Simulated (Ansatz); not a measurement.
Ansatz input

```yaml
crystal:
  lattice:
    - [0.0, 2.3072978333, 2.3072978333]
    - [2.3072978333, 0.0, 2.3072978333]
    - [2.3072978333, 2.3072978333, 0.0]
  atoms:
    - { symbol: In, position: [0.0, 0.0, 0.0] }
hamiltonian:
  xc: lda
  pseudopotentials:
    kind: paw_fr
    azcp:
      In: "pseudopotentials/In.paw.azcp"
basis:
  ecutwfc: 420
  fft_grid_basis: typed
kpoints:
  mp_grid: { grid: [12, 12, 12], shift: [0, 0, 0] }
magnetization:
  noncollinear: true
  spin_orbit: true
scf:
  occupations: { method: fermi_dirac, width: 0.1 }
```

Output

```
Warning: the record states the generating functional pbe (its physics header spells it `PBE`), which answers neither for hamiltonian.xc's functional nor for the lda family's — results may be inconsistent (PPs are generated against a specific XC)
Engine: ansatz 0.2.0, aarch64-unknown-linux-gnu
Pseudopotentials: kind: paw_fr
Pseudopotential: In, paw_fr, valence charge 13, recommended cutoff 420 eV (normal) 
Functional definition: SPW92
  exchange = slater_x
  correlation = pw_c
non-collinear run that drives no moment, with spin-orbit: no starting moment large enough to seed its density (crystal.atoms[].spin), no starting occupations that ask for one, no magnetisation constraint and no magnetic field, so the semilocal B_xc is pinned to zero
Crystal: 1 atoms, lattice volume = 24.566 Å³
Basis set: ecut = 420 eV, 531 PW (Γ)
Bands: 22, of which v1, the nominal top of the filled ones, is band 13 counted from 1 (12 counted from 0)
Symmetry: 48 space group operations + 48 with time reversal
Magnetic group: BNS 225.117 (UNI 1619), of the structure as read, at distance tolerance 2.9e-5 Å
k-points: 72 of 1728
Projection manifold: j_resolved (fully-relativistic pseudo-atomic orbitals)
Non-local potential: In, projectors of the file, l = 0: 2, l = 1: 4, l = 2: 4, l = 3: 4
PAW form: soft (Blöchl's): semilocal exchange-correlation on the pseudo side does not see the compensation charge
PAW frozen core: In, regenerated for the run's functional, and the local potential with it (the file was generated under x = pbe(κ = 0.804, μ = 0.2195149727645171), c = pbe(β = 0.06672455060314922))
PAW one-centre angular grid: In, 590 points (default); XC on 64 Gauss nodes
Initial density: superposition of atomic densities (chi_scale 0.1, normalization cell)
Initial wavefunctions: pseudopotential atomic-orbital guess
Functional: x = slater, c = lda
SCF iter   1: F=—  HF=-5459.063888 eV  |F-HF|=—  |Δ(HF+E_count)|=         —  Δρ=1.83e-2  dr2=1.08e-1  dr2_m=0.00e0 (ungated)  ethr=3.10e-3  |M|=0.00e0 ∫|m|=0.00e0 μB  |m|>n=0.0e0 m-floor=0.0e0 τ_xc=0.0e0  β_m=0.30  ⟨swp⟩=10.2  Hψ=5499  notcnv=0  defer=14
SCF iter   2: F=—  HF=-5459.033531 eV  |F-HF|=—  |Δ(HF+E_count)|=   3.04e-2  Δρ=1.29e-2  dr2=5.42e-2  dr2_m=0.00e0 (ungated)  ethr=8.32e-4  |M|=0.00e0 ∫|m|=0.00e0 μB  |m|>n=0.0e0 m-floor=0.0e0 τ_xc=0.0e0  β_m=0.60  ⟨swp⟩=2.0  Hψ=1268  notcnv=0  defer=192
SCF iter   3: F=—  HF=-5459.011856 eV  |F-HF|=—  |Δ(HF+E_count)|=   2.17e-2  Δρ=3.27e-3  dr2=1.17e-3  dr2_m=0.00e0 (ungated)  ethr=4.17e-4  |M|=0.00e0 ∫|m|=0.00e0 μB  |m|>n=0.0e0 m-floor=0.0e0 τ_xc=0.0e0  β_m=0.77  ⟨swp⟩=2.0  Hψ=1384  notcnv=0  defer=192
SCF iter   4: F=—  HF=-5459.011623 eV  |F-HF|=—  |Δ(HF+E_count)|=   2.33e-4  Δρ=7.50e-4  dr2=1.38e-4  dr2_m=0.00e0 (ungated)  ethr=9.00e-6  |M|=0.00e0 ∫|m|=0.00e0 μB  |m|>n=0.0e0 m-floor=0.0e0 τ_xc=0.0e0  β_m=0.69  ⟨swp⟩=2.0  Hψ=1238  notcnv=0  defer=200
SCF iter   5: F=—  HF=-5459.011555 eV  |F-HF|=—  |Δ(HF+E_count)|=   6.85e-5  Δρ=9.22e-5  dr2=1.83e-6  dr2_m=0.00e0 (ungated)  ethr=1.06e-6  |M|=0.00e0 ∫|m|=0.00e0 μB  |m|>n=0.0e0 m-floor=0.0e0 τ_xc=0.0e0  β_m=0.84  ⟨swp⟩=2.1  Hψ=1128  notcnv=0  defer=200
SCF iter   6: F=—  HF=-5459.011552 eV  |F-HF|=—  |Δ(HF+E_count)|=   2.62e-6  Δρ=3.30e-6  dr2=2.38e-9  dr2_m=0.00e0 (ungated)  ethr=7.69e-10  |M|=0.00e0 ∫|m|=0.00e0 μB  |m|>n=0.0e0 m-floor=0.0e0 τ_xc=0.0e0  β_m=0.92  ⟨swp⟩=1.8  Hψ=2248  notcnv=0
SCF iter   7: F=-5459.011552 eV  HF=-5459.011552 eV  |F-HF|=5.55e-11  |Δ(HF+E_count)|=  2.23e-10  Δρ=5.73e-7  dr2=6.05e-11  dr2_m=0.00e0 (ungated)  ethr=1.83e-11  |M|=0.00e0 ∫|m|=0.00e0 μB  |m|>n=0.0e0 m-floor=0.0e0 τ_xc=0.0e0  ⟨swp⟩=1.0  Hψ=2241  notcnv=0
SCF 1 converged in 7 iterations: F = -5459.011552 eV  dr2 = 6.05e-11
SCF converged after 7 iterations
Magnetization: |M| = 0.0000 μB,  M = (+0.0000, +0.0000, +0.0000) μB
Absolute magnetization: 0.0000 μB (∫|m|)
  site 0: m = (+0.0000, +0.0000, +0.0000) μB, |m| = 0.0000 μB  (R = 1.35 Å)
Free energy (F): -5459.011552 eV
Harris-Foulkes:  -5459.011552 eV  (|F-HF|=5.55e-11)
Internal energy: -5458.996357 eV  (E = F + TS)
E sigma→0 (E₀):  -5459.003954 eV
Entropy (-TS):   -0.015195 eV (-15.195 meV/atom)
Fermi energy:    10.751370 eV
--- Per-component energies (eV) ---
  E_band       = -16.378709
  E_kinetic    = 242.883622
  E_local      = -1039.066683  (includes V_loc(G=0)·N_el)
  E_nonlocal   = 369.269080
  E_hartree    = 405.980218
  E_xc         = -214.592330
  E_vxc        = -102.209021  (∫ρ·V_xc dr)
  E_paw        = -4014.831685  (= ΣΔE_a)
  E_vpaw       = -299.215866  (= ΣTr[D̂ρ^β])
  E_aug_tail   = 0.000026  (compensation charges beyond the density's cutoff)
  E_ewald      = -1208.929931
  E_core_change = 0.291326  (= ΣΔE_core)
  E_smearing   = -0.015195  (= −TS)
  E_closure    = 0.000000  (closes the sum)
  Σ components = -5459.011552   (vs F -5459.011552, Δ=0.00e0)
```
